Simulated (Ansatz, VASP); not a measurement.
This is a calculation of I for VASP 6.6.1.

Contents of run.py:

```python
from ase import Atoms
from ase.calculators.vasp import Vasp
from ase.dft.bandgap import bandgap

atoms = Atoms(
    ['I'],
    cell=[[-2.0893754423, 2.0893754423, 2.0893754423], [2.0893754423, -2.0893754423, 2.0893754423], [2.0893754423, 2.0893754423, -2.0893754423]],
    scaled_positions=[[0.0, 0.0, 0.0]],
    pbc=True,
)
calc = Vasp(
    directory='calc',
    xc='pbe',
    pp='PBE',
    setups='recommended',
    prec='Accurate',
    encut=520,
    ediff=1e-06,
    ismear=0,
    sigma=0.02,
    lreal=False,
    lasph=True,
    nelm=80,
    algo='Normal',
    isif=2,
    lwave=False,
    lcharg=True,
    lelf=True,
    lvhar=True,
    kpts=[9, 9, 9],
    gamma=True,
    nbands=10,
)
atoms.calc = calc

print('energy (eV):', atoms.get_potential_energy())
print('free energy (eV):', atoms.get_potential_energy(force_consistent=True))
print('forces (eV/A):')
print(atoms.get_forces())
print('stress (eV/A^3, Voigt):', atoms.get_stress())
print('Fermi level (eV):', calc.get_fermi_level())
gap, top, bottom = bandgap(calc)
print('band gap (eV):', gap, 'from (spin, k, band)', top, 'to', bottom)
```

Potentials or basis: VASP PAW PBE potentials, release 64 (I).

Launch:

```console
$ python run.py
```

Set up the same calculation for Ansatz 0.2.0. Potentials there: Ansatz PAW.

As run (the cutoff follows the program's own potentials):

input.yaml

```yaml
crystal:
  lattice:
    - [-2.0893754423, 2.0893754423, 2.0893754423]
    - [2.0893754423, -2.0893754423, 2.0893754423]
    - [2.0893754423, 2.0893754423, -2.0893754423]
  atoms:
    - { symbol: I, position: [0.0, 0.0, 0.0] }
hamiltonian:
  xc: pbe
  pseudopotentials: { kind: paw }
kpoints:
  mp_grid: { grid: [9, 9, 9] }
scf:
  occupations: { method: gaussian, width: 0.02 }
output:
  forces: true
  stress: true
  eigenvalues: true
```

Potentials or basis: Ansatz PAW.

Run with:

```sh
$ ansatz run input.yaml --threads 2 --pin off --max-ram 5632MiB --backend cpu --events-out ev --progress --plain --runs-dir out
```

Both were run:

|  | VASP | Ansatz | Ansatz less VASP |
| --- | --- | --- | --- |
| gap on the k mesh at the Fermi level (eV) | none | none | - |
| pressure (GPa) | -0.2 | -0.2 | +0.04 |

A gap of «none» marks a metal or a gap that the smearing closes. The two sets of potentials don't hold the same shells in valence.

Caveats: an odd number of electrons without spin polarisation forces a metal; a magnetic or distorted state may lie lower. Spin-orbit coupling is left out, which matters for the levels of I.
